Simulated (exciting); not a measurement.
# BP (F-43m) in exciting: further runs, part 2 of 3

exciting (release sodium). The steps go on from the part before.

## 3. Optical spectrum, mPWPW91

Contents of input.xml:

```xml
<input>
  <title>BP</title>
  <structure speciespath="./" tshift="false">
    <crystal scale="6.0638487579">
      <basevect>0.000000000000 0.707106781182 0.707106781182</basevect>
      <basevect>0.707106781182 0.000000000000 0.707106781182</basevect>
      <basevect>0.707106781182 0.707106781182 0.000000000000</basevect>
    </crystal>
    <species speciesfile="P.xml" rmt="2">
      <atom coord="0.750000000000 0.750000000000 0.750000000000"/>
    </species>
    <species speciesfile="B.xml" rmt="1.45">
      <atom coord="0.000000000000 0.000000000000 0.000000000000"/>
    </species>
  </structure>
  <groundstate do="fromscratch" ngridk="7 7 7" rgkmax="6" gmaxvr="14" lmaxapw="10" lmaxmat="10" lmaxvr="8" stype="Fermi Dirac" swidth="0.00499791" nempty="28" ValenceRelativity="iora*" epsengy="1e-05" epspot="1e-05" maxscl="60" outputlevel="normal" vkloff="0.5 0.5 0.5" reducek="false">
    <libxc exchange="XC_GGA_X_MPW91" correlation="XC_GGA_C_PW91"/>
  </groundstate>
  <properties>
    <momentummatrix/>
    <dielmat intraband="false" wmax="0.5" wgrid="200" swidth="0.01" tevout="true">
      <epscomp>1 1</epscomp>
      <epscomp>2 2</epscomp>
      <epscomp>3 3</epscomp>
    </dielmat>
  </properties>
</input>
```

Potentials or basis: all-electron LAPW+lo, shipped species files, valence relativity iora*.

Command:

```
OMP_NUM_THREADS=1 exciting_smp
```

INFO.OUT:

```text
================================================================================
EXCITING SODIUM started
[... 10 lines left out ...]

 Lattice vectors (cartesian) :
      0.0000000000      4.2877885768      4.2877885768
      4.2877885768      0.0000000000      4.2877885768
      4.2877885768      4.2877885768      0.0000000000

 Reciprocal lattice vectors (cartesian) :
     -0.7326836660      0.7326836660      0.7326836660
      0.7326836660     -0.7326836660      0.7326836660
      0.7326836660      0.7326836660     -0.7326836660

 Unit cell volume                           :     157.6631083318
 Brillouin zone volume                      :       1.5732926749

 Species :    1 (P)
     parameters loaded from                 :    P.xml
     name                                   :    phosphorus
     nuclear charge                         :     -15.00000000
     electronic charge                      :      15.00000000
     atomic mass                            :   56461.71408000
     muffin-tin radius                      :       2.00000000
     # of radial points in muffin-tin       :     300

     atomic positions (lattice) :
       1 :   0.75000000  0.75000000  0.75000000

 Species :    2 (B)
     parameters loaded from                 :    B.xml
     name                                   :    boron
     nuclear charge                         :      -5.00000000
     electronic charge                      :       5.00000000
     atomic mass                            :   19707.24741000
     muffin-tin radius                      :       1.45000000
     # of radial points in muffin-tin       :     250

     atomic positions (lattice) :
       1 :   0.00000000  0.00000000  0.00000000

 Total number of atoms per unit cell        :       2

 Spin treatment                             :    spin-unpolarised

 Number of Bravais lattice symmetries       :      48
 Number of crystal symmetries               :      24

 k-point grid                               :       7    7    7
 k-point offset :       0.500000  0.500000  0.500000
 Total number of k-points                   :     343
 k-point set is not reduced

 R^MT_min * |G+k|_max (rgkmax)              :       6.00000000
 Species with R^MT_min                      :       2 (B)
 Maximum |G+k| for APW functions            :       4.13793103
 Maximum |G| for potential and density      :      14.00000000

 G-vector grid sizes                        :      30    30    30
 Total number of G-vectors                  :    7391

 Maximum angular momentum used for
     APW functions                          :      10
     computing H and O matrix elements      :      10
     potential and density                  :       8
     inner part of muffin-tin               :       2

 Total nuclear charge                       :     -20.00000000
 Total electronic charge                    :      20.00000000
 Total core charge                          :      12.00000000
 Total valence charge                       :       8.00000000

 Number of empty states                     :      28
 Total number of valence states             :      33

 Maximum Hamiltonian size                   :     204
 Maximum number of plane-waves              :     196
 Total number of local-orbitals             :       8

 Exchange-correlation type                  :     100
     libxc; exchange: mPW91 of Adamo & Barone; correlation: Perdew & Wang 91 (see libxc for references)

 Smearing scheme                            :    Fermi-Dirac
 Smearing width                             :       0.00499791

 Using multisecant Broyden potential mixing
[... 16 lines left out ...]
+ SCF iteration number :    1                                                  +
++++++++++++++++++++++++++++++++++++++++++++++++++++++++++++++++++++++++++++++++
 Total energy                               :      -367.66656577
 _______________________________________________________________
 Fermi energy                               :         0.29174392
 Kinetic energy                             :       367.93502347
 Coulomb energy                             :      -708.02253433
 Exchange energy                            :       -26.74545776
 Correlation energy                         :        -0.83359715

 DOS at Fermi energy (states/Ha/cell)       :         0.00280592

 Electron charges :
     core                                   :        12.00000000
     core leakage                           :         0.00175084
     valence                                :         8.00000000
     interstitial                           :         3.78354002
     charge in muffin-tin spheres :
                  atom     1     P          :        12.78093732
                  atom     2     B          :         3.43552265
     total charge in muffin-tins            :        16.21645998
     total charge                           :        20.00000000
[... 238 lines left out ...]
 Electron charges :
     core                                   :        12.00000000
     core leakage                           :         0.00177616
     valence                                :         8.00000000
     interstitial                           :         3.84638171
     charge in muffin-tin spheres :
                  atom     1     P          :        12.92526991
                  atom     2     B          :         3.22834838
     total charge in muffin-tins            :        16.15361829
     total charge                           :        20.00000000

 RMS change in effective potential (target) :  0.291363E-01  ( 0.100000E-04)
 Absolute change in total energy   (target) :  0.186627      ( 0.100000E-04)
 Charge distance                   (target) :  0.223226E-02  ( 0.100000E-04)

++++++++++++++++++++++++++++++++++++++++++++++++++++++++++++++++++++++++++++++++
[... 9 further cycles ...]
+ SCF iteration number :   20                                                  +
++++++++++++++++++++++++++++++++++++++++++++++++++++++++++++++++++++++++++++++++
 Total energy                               :      -367.18338884
 _______________________________________________________________
 Fermi energy                               :         0.31636428
 Kinetic energy                             :       368.25344844
 Coulomb energy                             :      -707.89704079
 Exchange energy                            :       -26.70173124
 Correlation energy                         :        -0.83806526

 DOS at Fermi energy (states/Ha/cell)       :         0.03939587

 Electron charges :
     core                                   :        12.00000000
     core leakage                           :         0.00177383
     valence                                :         8.00000000
     interstitial                           :         3.84438116
     charge in muffin-tin spheres :
                  atom     1     P          :        12.93057123
                  atom     2     B          :         3.22504761
     total charge in muffin-tins            :        16.15561884
     total charge                           :        20.00000000
[... 242 lines left out ...]
 Electron charges :
     core                                   :        12.00000000
     core leakage                           :         0.00177384
     valence                                :         8.00000000
     interstitial                           :         3.84437871
     charge in muffin-tin spheres :
                  atom     1     P          :        12.93057761
                  atom     2     B          :         3.22504367
     total charge in muffin-tins            :        16.15562129
     total charge                           :        20.00000000

 RMS change in effective potential (target) :  0.376083E-05  ( 0.100000E-04)
 Absolute change in total energy   (target) :  0.314355E-05  ( 0.100000E-04)
 Charge distance                   (target) :  0.372399E-07  ( 0.100000E-04)

++++++++++++++++++++++++++++++++++++++++++++++++++++++++++++++++++++++++++++++++
| Convergency criteria checked for the last 2 iterations                       +
| Convergence targets achieved. Performing final SCF iteration                 +
++++++++++++++++++++++++++++++++++++++++++++++++++++++++++++++++++++++++++++++++
 Total energy                               :      -367.18336006
 _______________________________________________________________
 Fermi energy                               :         0.31636409
 Kinetic energy                             :       368.25342593
 Coulomb energy                             :      -707.89699188
 Exchange energy                            :       -26.70172888
 Correlation energy                         :        -0.83806523

 DOS at Fermi energy (states/Ha/cell)       :         0.03939572

 Electron charges :
     core                                   :        12.00000000
     core leakage                           :         0.00177384
     valence                                :         8.00000000
     interstitial                           :         3.84437876
     charge in muffin-tin spheres :
                  atom     1     P          :        12.93057749
                  atom     2     B          :         3.22504375
     total charge in muffin-tins            :        16.15562124
     total charge                           :        20.00000000

++++++++++++++++++++++++++++++++++++++++++++++++++++++++++++++++++++++++++++++++
[... 9 lines left out ...]
| EXCITING SODIUM stopped                                                      =
================================================================================
```

Run time: 9 min. Hardware: 1 thread of Arm Neoverse V1, shared host; peak memory 0.29 GiB.

What came out:

```
Free energy                                       : -9991.5684 eV
All electrons inside the program's atomic spheres : P 12.93; B 3.23 (radii P 2.0, B 1.45 bohr)
```

Levels at points of the mesh, in eV from the Fermi level:
```
           k point  band 2  band 3  band 4  band 5  band 6  band 7
(0.50, 0.50, 0.50)   -9.63   -2.38   -2.38    3.16    4.12    4.12
```

Dielectric function (mean over the directions given):
```csv
energy (eV),real part,imaginary part
0.27,9.41,0.04
0.68,9.51,0.09
1.16,9.73,0.17
1.63,10.10,0.26
2.04,10.57,0.38
2.52,11.37,0.58
2.99,12.61,0.98
3.47,14.66,2.20
3.88,15.22,4.92
4.35,16.21,7.11
4.83,16.57,10.19
5.24,17.59,15.23
5.71,10.76,25.66
6.19,1.41,21.67
6.67,-6.83,19.03
7.08,-8.29,12.61
7.55,-6.35,7.44
8.03,-4.25,6.97
8.50,-3.94,7.18
8.91,-4.94,6.16
9.39,-4.85,4.29
9.86,-4.11,3.11
10.27,-3.41,2.50
10.75,-2.52,2.50
11.22,-2.55,2.51
11.70,-2.47,2.39
12.11,-2.59,1.75
12.59,-2.10,1.39
13.06,-1.77,1.31
13.54,-1.49,1.22
```

Caveat: spectra need much finer meshes, so this one isn't converged; independent-particle spectra lack excitons.

[end of part 2 of 3]
